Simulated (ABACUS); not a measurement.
Runs of ABACUS 3.10.1 on Mo. It takes space group Im-3m (No. 229, cubic). Conventional cell: a = 3.168 Å, b = 3.168 Å, c = 3.168 Å, α = 90.00°, β = 90.00°, γ = 90.00°. Mo (site symmetry m-3m) is surrounded by 8 Mo at 2.74 Å. 

```tsv
task	level	potentials or basis	cell	k mesh	cutoff (eV)	SCF threshold on the density	eigensolver	symmetry key	orbital files	max steps of the relaxation	gap on the mesh (eV)	pressure (GPa)	relaxed volume (Å³/atom)
single point	WC	PseudoDojo NC SR 0.4 PBEsol stringent, plane waves	as given	10 × 10 × 10	1102	1e-08	dav	1	-	-	none	-7.9	-
single point	OLYP	PseudoDojo NC SR 0.5 PBE stringent, plane waves	as given	10 × 10 × 10	1102	1e-08	dav	1	-	-	none	-6.7	-
relaxation of cell and atoms	PBEsol	PseudoDojo NC SR 0.4 PBEsol stringent, DZP LCAO (the cutoffs set its grid)	relaxed	11 × 11 × 11	1361	1e-07	genelpa	1	Mo Mo_confined-atom_7au_3s2p2d1f.orb	60	-	0.0	(a)
single point	PBEsol	PseudoDojo NC SR 0.4 PBEsol stringent, DZP LCAO (the cutoffs set its grid)	as given	11 × 11 × 11	1361	1e-07	genelpa	1	Mo Mo_confined-atom_7au_3s2p2d1f.orb	-	none	-7.9	-
relaxation of cell and atoms	WC	PseudoDojo NC SR 0.4 PBEsol stringent, plane waves	relaxed	10 × 10 × 10	1102	1e-08	dav	1	-	-	none	0.0	15.41
```

Alike in all rows: no spin polarisation; smearing fermi-dirac 0.05 eV.

Estimate the missing entries.

(a) 15.40.

Caveats: the potentials were made for another functional, which shifts forces and pressure (some runs); the atomic orbitals were generated for these runs and aren't a published set (some runs); the basis of atomic orbitals isn't converged, which shifts pressures, moduli and gaps (some runs).

A k mesh can miss the band edges, and the runs leave out spin-orbit coupling on Mo.

A gap of «none» marks a metal or a gap under the smearing width.
